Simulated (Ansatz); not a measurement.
## Rh (bcc): energy against volume

The calculation used DFT, PBE, plane waves (420 eV) with PAW, scalar-relativistic (Ansatz 0.2.0).

The cell is scaled uniformly from the relaxed one, with fractional coordinates and shape fixed. Energies are extrapolated to zero smearing, pressures are those at the given smearing. Magnetic state: spin not included.

A Birch-Murnaghan fit gives V₀ = 14.47 Å³/atom, B₀ = 233 GPa, B₀′ = 5.1.

Q: What are the energy above the minimum and the pressure at 12.761 Å³/atom?

A: 189.6 meV/atom and 40.92 GPa as computed.

Q: What are the energy above the minimum and the pressure at 13.921 Å³/atom?

A: 16.2 meV/atom and 10.46 GPa as computed.

Q: What are the energy above the minimum and the pressure at 16.241 Å³/atom?

A: 125.1 meV/atom and -19.50 GPa as computed.
